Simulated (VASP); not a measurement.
# VASP 6.6.1 run: KTaO$_{3}$

INCAR

```
ENCUT = 520
ISMEAR = -1
LCHARG = .FALSE.
NSW = 0
NBANDS = 27
EDIFF = 1E-7
ISIF = 2
PREC = Accurate
LWAVE = .FALSE.
GGA = PE
ISYM = 0
LASPH = .TRUE.
SIGMA = 0.02
NELM = 74
LREAL = .FALSE.
IBRION = -1
```

KPOINTS

```
KPOINTS created by Atomic Simulation Environment
0
Gamma
4 4 4
0 0 0
```

POSCAR

```
K  Ta O
 1.0000000000000000
     3.9901311115727016    0.0000000000000000    0.0000000000000000
     0.0000000000000000    3.9901311115727016    0.0000000000000000
     0.0000000000000000    0.0000000000000000    3.9901311115727016
 K   Ta  O
   1   1   3
Cartesian
 -0.0000000000000000 -0.0000000000000000 -0.0000000000000000
  1.9950655557863506  1.9950655557863506  1.9950655557863506
  1.9950655557863506  1.9950655557863506  0.0000000000000000
  1.9950655557863506 -0.0000000000000000  1.9950655557863506
  0.0000000000000000  1.9950655557863506  1.9950655557863506
```

The recommended PBE PAW datasets give the neutral cell 38 valence electrons.

Command

```
mpirun -np 1 vasp_std
```

How does this run end, and what does it give?

It converged. Results: gap between bands v and c on the k mesh 2.15 eV; least direct gap on the k mesh 2.78 eV; pressure 5.8 GPa. Band v is the last that the valence electrons fill when counted band by band, and c is the next.

OSZICAR

```
N       E                     dE             d eps       ncg     rms          rms(c)
DAV:   1     0.325484703264E+03    0.32548E+03   -0.21376E+04  1944   0.144E+03
DAV:   2    -0.306102347299E+02   -0.35609E+03   -0.34643E+03  2277   0.404E+02
DAV:   3    -0.491442505253E+02   -0.18534E+02   -0.18445E+02  2503   0.894E+01
DAV:   4    -0.495957992485E+02   -0.45155E+00   -0.45103E+00  3336   0.116E+01
DAV:   5    -0.495982599757E+02   -0.24607E-02   -0.24605E-02  2470   0.802E-01    0.339E+01
DAV:   6    -0.412206363310E+02    0.83776E+01   -0.34467E+01  2406   0.396E+01    0.129E+01
DAV:   7    -0.410745834839E+02    0.14605E+00   -0.17813E+00  2524   0.839E+00    0.926E+00
DAV:   8    -0.410310330210E+02    0.43550E-01   -0.42533E-01  2261   0.542E+00    0.326E+00
DAV:   9    -0.410095442372E+02    0.21489E-01   -0.37790E-02  2400   0.153E+00    0.589E-01
DAV:  10    -0.410075758944E+02    0.19683E-02   -0.15908E-02  2630   0.805E-01    0.971E-02
DAV:  11    -0.410075259094E+02    0.49985E-04   -0.10596E-03  2667   0.208E-01    0.321E-02
DAV:  12    -0.410075518920E+02   -0.25983E-04   -0.45048E-05  2509   0.575E-02    0.106E-02
DAV:  13    -0.410075573967E+02   -0.55047E-05   -0.70189E-06  2599   0.204E-02    0.367E-03
DAV:  14    -0.410075574917E+02   -0.94979E-07   -0.74597E-07  2690   0.545E-03
   1 F= -.41007557E+02 E0= -.41007557E+02  d E =-.101968E-12
```

Standard output (part)

```
POSCAR found type information on POSCAR K TaO
 POSCAR found :  3 types and       5 ions
 LDA part: xc-table for (Slater+PW92), standard interpolation
 POSCAR, INCAR and KPOINTS ok, starting setup
 WAVECAR not read
 entering main loop
```

For comparison, a separate PBE run of the intended cell, on usual settings and not on those above, gives a gap of 2.17 eV on its mesh and a pressure of 5.8 GPa.
